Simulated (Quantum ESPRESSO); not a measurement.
# AlNi (Pm-3m) in Quantum ESPRESSO: settings compared, part 2 of 2

Quantum ESPRESSO 7.5. The steps go on from the part before.

### Step 3. Phonons, PBE, collinear spin, ferromagnetic start

pw.in

```
&CONTROL
  calculation = 'scf'
  prefix = 'pwscf'
  outdir = './tmp'
  pseudo_dir = './pseudo'
  tprnfor = .true.
  tstress = .true.
  disk_io = 'low'
/
&SYSTEM
  ibrav = 0
  nat = 2
  ntyp = 2
  ecutwfc = 45
  ecutrho = 360
  nbnd = 20
  occupations = 'smearing'
  smearing = 'mv'
  degauss = 0.01469973
  nspin = 2
  starting_magnetization(1) = 0.0556
  starting_magnetization(2) = 0
/
&ELECTRONS
  conv_thr = 4d-10
  electron_maxstep = 120
  mixing_beta = 0.3
/
ATOMIC_SPECIES
Ni    58.6934 ni_pbe_v1.4.uspp.F.UPF
Al    26.9815 al_pbe_v1.uspp.F.UPF
CELL_PARAMETERS angstrom
   2.8810000000    0.0000000000    0.0000000000
   0.0000000000    2.8810000000    0.0000000000
   0.0000000000    0.0000000000    2.8810000000
ATOMIC_POSITIONS crystal
Ni     0.5000000000    0.5000000000    0.5000000000
Al     0.0000000000    0.0000000000    0.0000000000
K_POINTS automatic
6 6 6 0 0 0
```

relax.in

```
&CONTROL
  calculation = 'vc-relax'
  prefix = 'pwscf'
  outdir = './tmp'
  pseudo_dir = './pseudo'
  tprnfor = .true.
  tstress = .true.
  disk_io = 'low'
  nstep = 40
  forc_conv_thr = 0.0001
  etot_conv_thr = 1d-06
/
&SYSTEM
  ibrav = 0
  nat = 2
  ntyp = 2
  ecutwfc = 45
  ecutrho = 360
  nbnd = 20
  occupations = 'smearing'
  smearing = 'mv'
  degauss = 0.01469973
  nspin = 2
  starting_magnetization(1) = 0.0556
  starting_magnetization(2) = 0
/
&ELECTRONS
  conv_thr = 4d-10
  electron_maxstep = 120
  mixing_beta = 0.3
/
&IONS
  ion_dynamics = 'bfgs'
/
&CELL
  cell_dynamics = 'bfgs'
  press = 0
  press_conv_thr = 0.2
/
ATOMIC_SPECIES
Ni    58.6934 ni_pbe_v1.4.uspp.F.UPF
Al    26.9815 al_pbe_v1.uspp.F.UPF
CELL_PARAMETERS angstrom
   2.8810000000    0.0000000000    0.0000000000
   0.0000000000    2.8810000000    0.0000000000
   0.0000000000    0.0000000000    2.8810000000
ATOMIC_POSITIONS crystal
Ni     0.5000000000    0.5000000000    0.5000000000
Al     0.0000000000    0.0000000000    0.0000000000
K_POINTS automatic
6 6 6 0 0 0
```

scf2.in

```
&CONTROL
  calculation = 'scf'
  prefix = 'pwscf'
  outdir = './tmp'
  pseudo_dir = './pseudo'
  tprnfor = .true.
  tstress = .true.
  disk_io = 'low'
/
&SYSTEM
  ibrav = 0
  nat = 2
  ntyp = 2
  ecutwfc = 45
  ecutrho = 360
  nbnd = 20
  occupations = 'smearing'
  smearing = 'mv'
  degauss = 0.01469973
  nspin = 2
  starting_magnetization(1) = 0.0556
  starting_magnetization(2) = 0
/
&ELECTRONS
  conv_thr = 1d-13
  electron_maxstep = 120
  mixing_beta = 0.3
  startingpot = 'file'
  startingwfc = 'file'
/
ATOMIC_SPECIES
Ni    58.6934 ni_pbe_v1.4.uspp.F.UPF
Al    26.9815 al_pbe_v1.uspp.F.UPF
CELL_PARAMETERS angstrom
   2.8942868568    0.0000000000    0.0000000000
   0.0000000000    2.8942868568    0.0000000000
   0.0000000000    0.0000000000    2.8942868568
ATOMIC_POSITIONS crystal
Ni     0.5000000000    0.5000000000    0.5000000000
Al     0.0000000000    0.0000000000    0.0000000000
K_POINTS automatic
6 6 6 0 0 0
```

ph.in

```
phonons of AlNi
&INPUTPH
  prefix = 'pwscf'
  outdir = './tmp'
  tr2_ph = 1d-18
  fildyn = 'dyn'
  niter_ph = 90
  alpha_mix(1) = 0.4
/
0.0000000000 0.0000000000 0.0000000000
```

dynmat.in

```
&INPUT
  fildyn = 'dyn'
  asr = 'crystal'
  filout = 'dynmat.disp'
  fileig = 'dynmat.eig'
/
```

Potentials or basis: GBRV 1.5 PBE.

On the command line:

```sh
OMP_NUM_THREADS=1 pw.x -in pw.in > pw.out
OMP_NUM_THREADS=1 pw.x -in relax.in > relax.out
OMP_NUM_THREADS=1 pw.x -in scf2.in > scf2.out
OMP_NUM_THREADS=1 ph.x -in ph.in > ph.out
OMP_NUM_THREADS=1 dynmat.x -in dynmat.in > dynmat.out
```

pw.out:

```text
This program is part of the open-source Quantum ESPRESSO suite
     for quantum simulation of materials; please cite
[... 9 lines left out ...]
     --------------------
     sticks:   dense  smooth     PW     G-vecs:    dense   smooth      PW
     Sum         853     421    137                18805     6619    1237

     Using Slab Decomposition

     bravais-lattice index     =            0
     lattice parameter (alat)  =       5.4443  a.u.
     unit-cell volume          =     161.3713 (a.u.)^3
     number of atoms/cell      =            2
     number of atomic types    =            2
     number of electrons       =        21.00
     number of Kohn-Sham states=           20
     kinetic-energy cutoff     =      45.0000  Ry
     charge density cutoff     =     360.0000  Ry
     scf convergence threshold =      4.0E-10
     mixing beta               =       0.3000
     number of iterations used =            8  plain     mixing
     Exchange-correlation= SLA  PW   PBE  PBE
                           (   1   4   3   4   0   0   0)

     celldm(1)=   5.444301  celldm(2)=   0.000000  celldm(3)=   0.000000
     celldm(4)=   0.000000  celldm(5)=   0.000000  celldm(6)=   0.000000

     crystal axes: (cart. coord. in units of alat)
               a(1) = (   1.000000   0.000000   0.000000 )
               a(2) = (   0.000000   1.000000   0.000000 )
               a(3) = (   0.000000   0.000000   1.000000 )

     reciprocal axes: (cart. coord. in units 2 pi/alat)
               b(1) = (  1.000000  0.000000  0.000000 )
               b(2) = (  0.000000  1.000000  0.000000 )
               b(3) = (  0.000000  0.000000  1.000000 )

     PseudoPot. # 1 for Ni read from file:
     ni_pbe_v1.4.uspp.F.UPF
     Pseudo is Ultrasoft + core correction, Zval = 18.0
     Generated by new atomic code, or converted to UPF format
     Using radial grid of  865 points,  6 beta functions with:
                l(1) =   0
                l(2) =   0
                l(3) =   1
                l(4) =   1
                l(5) =   2
                l(6) =   2
     Q(r) pseudized with 10 coefficients,  rinner =    0.980   0.980   0.980
                                                       0.980   0.980

     PseudoPot. # 2 for Al read from file:
     al_pbe_v1.uspp.F.UPF
     Pseudo is Ultrasoft + core correction, Zval =  3.0
     Generated by new atomic code, or converted to UPF format
     Using radial grid of  893 points,  3 beta functions with:
                l(1) =   0
                l(2) =   1
                l(3) =   2
     Q(r) pseudized with  8 coefficients,  rinner =    0.900   0.900   0.900
                                                       0.900   0.900

     atomic species   valence    mass     pseudopotential
     Ni               18.00    58.69340     Ni( 1.00)
     Al                3.00    26.98150     Al( 1.00)

     Starting magnetic structure
     atomic species   magnetization
     Ni              0.056
     Al              0.000

     48 Sym. Ops., with inversion, found

   Cartesian axes

     site n.     atom                  positions (alat units)
         1        Ni     tau(   1) = (   0.5000000   0.5000000   0.5000000  )
         2        Al     tau(   2) = (   0.0000000   0.0000000   0.0000000  )

     number of k points=    20  Marzari-Vanderbilt smearing, width (Ry)=  0.0147
                       cart. coord. in units 2pi/alat
        k(    1) = (   0.0000000   0.0000000   0.0000000), wk =   0.0046296
        k(    2) = (   0.0000000   0.0000000   0.1666667), wk =   0.0277778
        k(    3) = (   0.0000000   0.0000000   0.3333333), wk =   0.0277778
        k(    4) = (   0.0000000   0.0000000  -0.5000000), wk =   0.0138889
        k(    5) = (   0.0000000   0.1666667   0.1666667), wk =   0.0555556
        k(    6) = (   0.0000000   0.1666667   0.3333333), wk =   0.1111111
[... 12 lines left out ...]
        k(   19) = (   0.3333333  -0.5000000  -0.5000000), wk =   0.0277778
        k(   20) = (  -0.5000000  -0.5000000  -0.5000000), wk =   0.0046296

     Dense  grid:    18805 G-vectors     FFT dimensions: (  36,  36,  36)

     Smooth grid:     6619 G-vectors     FFT dimensions: (  24,  24,  24)

     Check: negative core charge=   -0.000003
     Generating pointlists ...
     new r_m :   0.3572 (alat units)  1.9449 (a.u.) for type    1
     new r_m :   0.3572 (alat units)  1.9449 (a.u.) for type    2

     Initial potential from superposition of free atoms

     starting charge      18.9975, renormalised to      21.0000
     Starting wfcs are   17 randomized atomic wfcs +    3 random wfcs

     Self-consistent Calculation

     iteration #  1     ecut=    45.00 Ry     beta= 0.30
     Davidson diagonalization with overlap
     ethr =  1.00E-02,  avg # of iterations =  6.7

     total energy              =    -334.56156672 Ry
     estimated scf accuracy    <      54.67818997 Ry

     total magnetization       =     0.08 Bohr mag/cell
     absolute magnetization    =     0.08 Bohr mag/cell

     iteration #  2     ecut=    45.00 Ry     beta= 0.30
     Davidson diagonalization with overlap
     ethr =  1.00E-02,  avg # of iterations =  3.0

     total energy              =    -349.63768630 Ry
     estimated scf accuracy    <      12.59610212 Ry

     total magnetization       =     0.04 Bohr mag/cell
     absolute magnetization    =     0.05 Bohr mag/cell
[... 161 lines left out ...]
     iteration # 19     ecut=    45.00 Ry     beta= 0.30
     Davidson diagonalization with overlap
     ethr =  4.72E-11,  avg # of iterations =  1.3

     total energy              =    -350.07883946 Ry
     estimated scf accuracy    <          5.1E-09 Ry

     total magnetization       =    -0.00 Bohr mag/cell
     absolute magnetization    =     0.00 Bohr mag/cell

     iteration # 20     ecut=    45.00 Ry     beta= 0.30
     Davidson diagonalization with overlap
     ethr =  2.44E-11,  avg # of iterations =  2.0

     Magnetic moment per site  (integrated on atomic sphere of radius R)
     atom   1 (R=0.357)  charge= 16.8167  magn= -0.0000
     atom   2 (R=0.357)  charge=  1.2433  magn=  0.0000

     End of self-consistent calculation

 ------ SPIN UP ------------

          k = 0.0000 0.0000 0.0000 (   799 PWs)   bands (ev):

   -89.5449 -49.9494 -49.9494 -49.9494   2.6157  10.5821  10.5821  12.2738
    12.2738  12.2738  19.2703  19.2703  19.2703  21.9553  21.9553  27.2604
    34.6319  34.6319  34.6319  37.0745

          k = 0.0000 0.0000 0.1667 (   815 PWs)   bands (ev):

   -89.5446 -49.9551 -49.9490 -49.9490   3.1265  10.4911  10.6935  12.0722
    12.0722  12.2952  16.1947  19.9268  19.9268  21.9837  24.3839  29.1739
    31.2147  31.2147  33.3093  34.8905

          k = 0.0000 0.0000 0.3333 (   824 PWs)   bands (ev):

   -89.5439 -49.9666 -49.9481 -49.9481   4.6164   9.4126  10.9276  11.7187
    11.7187  12.3384  13.6522  21.6591  21.6591  22.0545  26.2277  27.4148
    27.4148  30.3345  31.2935  34.3810
[... 85 lines left out ...]
          k = 0.3333 0.3333-0.5000 (   818 PWs)   bands (ev):

   -89.5414 -49.9690 -49.9630 -49.9628   8.8786   9.7500  10.1279  12.0282
    12.0437  13.4871  13.5136  17.5970  18.3625  18.5864  19.7630  22.8953
    25.7041  36.0352  37.9376  40.0039

          k = 0.3333-0.5000-0.5000 (   832 PWs)   bands (ev):

   -89.5411 -49.9684 -49.9684 -49.9624   9.3415   9.8578   9.8578  12.0945
    12.8245  14.3633  14.3633  15.5768  16.7334  20.0290  20.4255  20.4255
    23.4099  37.8017  40.6282  40.9275

          k =-0.5000-0.5000-0.5000 (   840 PWs)   bands (ev):

   -89.5407 -49.9679 -49.9679 -49.9679   9.6896   9.6896   9.6896  12.8320
    12.8320  15.8366  15.8366  15.8366  17.4101  18.2453  18.2453  18.2453
    21.4485  41.0600  41.0600  45.0301

 ------ SPIN DOWN ----------

          k = 0.0000 0.0000 0.0000 (   799 PWs)   bands (ev):

   -89.5449 -49.9494 -49.9494 -49.9494   2.6157  10.5820  10.5820  12.2738
    12.2738  12.2738  19.2703  19.2703  19.2703  21.9553  21.9553  27.2604
    34.6319  34.6319  34.6320  37.0745

          k = 0.0000 0.0000 0.1667 (   815 PWs)   bands (ev):

   -89.5446 -49.9552 -49.9490 -49.9490   3.1265  10.4910  10.6935  12.0722
    12.0722  12.2952  16.1947  19.9268  19.9268  21.9837  24.3839  29.1739
    31.2148  31.2148  33.3093  34.8905

          k = 0.0000 0.0000 0.3333 (   824 PWs)   bands (ev):

   -89.5439 -49.9666 -49.9481 -49.9481   4.6164   9.4126  10.9276  11.7186
    11.7186  12.3384  13.6522  21.6591  21.6591  22.0546  26.2277  27.4148
    27.4148  30.3345  31.2935  34.3810
[... 85 lines left out ...]
          k = 0.3333 0.3333-0.5000 (   818 PWs)   bands (ev):

   -89.5414 -49.9690 -49.9630 -49.9628   8.8786   9.7500  10.1279  12.0282
    12.0437  13.4871  13.5136  17.5970  18.3626  18.5864  19.7630  22.8953
    25.7041  36.0352  37.9377  40.0039

          k = 0.3333-0.5000-0.5000 (   832 PWs)   bands (ev):

   -89.5411 -49.9684 -49.9684 -49.9624   9.3415   9.8578   9.8578  12.0945
    12.8245  14.3633  14.3633  15.5768  16.7334  20.0290  20.4255  20.4255
    23.4099  37.8018  40.6281  40.9275

          k =-0.5000-0.5000-0.5000 (   840 PWs)   bands (ev):

   -89.5407 -49.9679 -49.9679 -49.9679   9.6896   9.6896   9.6896  12.8320
    12.8320  15.8366  15.8366  15.8366  17.4101  18.2453  18.2453  18.2453
    21.4485  41.0601  41.0601  45.0301

     the Fermi energy is    13.8824 ev

!    total energy              =    -350.07883947 Ry
     estimated scf accuracy    <          2.2E-10 Ry
     smearing contrib. (-TS)   =      -0.00011186 Ry
     internal energy E=F+TS    =    -350.07872760 Ry

     The total energy is F=E-TS. E is the sum of the following terms:
     one-electron contribution =    -263.21154354 Ry
     hartree contribution      =     142.60958076 Ry
     xc contribution           =     -40.02560258 Ry
     ewald contribution        =    -189.45116224 Ry

     total magnetization       =    -0.00 Bohr mag/cell
     absolute magnetization    =     0.00 Bohr mag/cell

     convergence has been achieved in  20 iterations

     Forces acting on atoms (cartesian axes, Ry/au):

     atom    1 type  1   force =     0.00000000    0.00000000    0.00000000
     atom    2 type  2   force =     0.00000000    0.00000000    0.00000000

     Total force =     0.000000     Total SCF correction =     0.000000

     Computing stress (Cartesian axis) and pressure

          total   stress  (Ry/bohr**3)                   (kbar)     P=       23.66
   0.00016086   0.00000000   0.00000000           23.66        0.00        0.00
   0.00000000   0.00016086   0.00000000            0.00       23.66        0.00
   0.00000000   0.00000000   0.00016086            0.00        0.00       23.66

=------------------------------------------------------------------------------=
   JOB DONE.
=------------------------------------------------------------------------------=
```

Run time: 2.3 min. Hardware: 1 thread of Intel Xeon 6975P-C (Granite Rapids), shared host; peak memory 0.13 GiB.

Results:

```yaml
Free_energy: -4763.0680 eV
Relaxed_volume: 12.12 Å³/atom
Relaxed_cell: a = 2.894 Å, b = 2.894 Å, c = 2.894 Å, α = 90.00°, β = 90.00°, γ = 90.00°
Space_group_after_relaxing_to_0.05_Å: Pm-3m (No. 221)
Pressure_after_relaxing: 0.1 GPa
Band_gap_on_the_k_mesh: none (metal or under the smearing width)
Net_moment: 0.00 μB per cell
Absolute_moment: 0.00 μB per cell
Valence_electrons_inside_the_program's_atomic_spheres: Ni 16.82; Al 1.24
Highest_phonon_frequency_at_Γ: 290 cm⁻¹
```

Step by step:
| step | energy change (eV) | largest force (eV/Å) | pressure (GPa) | volume (Å³) |
| --- | --- | --- | --- | --- |
| 1 | 0.0000 | 0.0000 | 2.37 | 23.91 |
| 2 | -0.0024 | 0.0000 | 0.31 | 24.20 |
| 3 | -0.0024 | 0.0000 | -0.01 | 24.25 |
| 4 | -0.0024 | 0.0000 | 0.00 | 24.25 |
| 5 | -0.0024 | 0.0000 | 0.00 | 24.25 |

Final structure:
```
Ni Al
1.0
     2.89429    0.00000    0.00000
     0.00000    2.89429    0.00000
     0.00000    0.00000    2.89429
Ni Al
1 1
Direct
  0.50000 0.50000 0.50000
  0.00000 0.00000 0.00000
```

Phonon frequencies in cm⁻¹ (negative: imaginary):
```tsv
q point	frequencies
(0.000, 0.000, 0.000)	6 6 6 290 290 290
```

Optical modes at Γ, degenerate ones joined:
| cm⁻¹ | components | symmetry | active in |
| --- | --- | --- | --- |
| 290 | 3 | T1u | IR |

Caveat: the k mesh is coarse (spacing up to 0.36 Å⁻¹), so the values aren't converged; the mesh is thin for the phonons of a metal.
